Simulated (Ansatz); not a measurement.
## Stationary points along a deformation path in Mo

Computed with DFT r2SCAN, scalar-relativistic, plane waves, PAW in Ansatz. Cutoff 500 eV, Γ-centred 30×30×30 k-points, Gaussian smearing of 0.15 eV. No spin polarisation. Energies are free energies at this smearing, counted from the undisturbed cell; pressure is positive in compression.

Zero of the scan (relaxed at this level; with this scan's settings it stands at 0.1 GPa):

```
CELL_PARAMETERS angstrom
-1.57521 1.57521 1.57521
1.57521 -1.57521 1.57521
1.57521 1.57521 -1.57521
ATOMIC_POSITIONS crystal
Mo 0.00000 0.00000 0.00000
```

At fixed volume and fractional coordinates, lengths along (0.000, 0.000, 1.000) are scaled against those across it; ρ is that ratio over its starting value. V = 15.634 Å³/atom. Δσ is the stress along the axis less the mean stress across it (compression positive).

```csv
ρ,ΔE (meV/atom),Δσ (GPa),space group
0.707,625.8,37.80,I4/mmm
0.850,256.6,37.86,I4/mmm
1.000,0.0,0.00,Im-3m
1.200,278.9,-33.80,I4/mmm
1.414,484.6,-0.04,Fm-3m
```

**Question.** How does the stress give the slope of the energy, and where is the energy stationary?

**Answer.** Along the path d ln(length) is 2/3 d ln ρ on the axis and −1/3 d ln ρ across it, so dE/d ln ρ = −(2/3) V Δσ: the energy falls with ρ where Δσ is positive. Δσ vanishes or changes sign at ρ = 1.000 (Im-3m), a minimum at 0.0 meV/atom; at ρ = 1.414 (Fm-3m, an end of the scan), at 484.6 meV/atom. Pairs of stationary points between two samples would go unseen, and could change a minimum read from distant neighbours into a maximum. At ρ = 1.000, 1.414 the cell is cubic, where symmetry alone makes the stress isotropic and the slope zero.

In a metal these slopes depend on the k mesh and the smearing.

Cost: 5 runs of about 6.2 core-minutes in all, on Intel Xeon Processor @ 2.50GHz (Skylake/Cascade Lake) (shared hosts).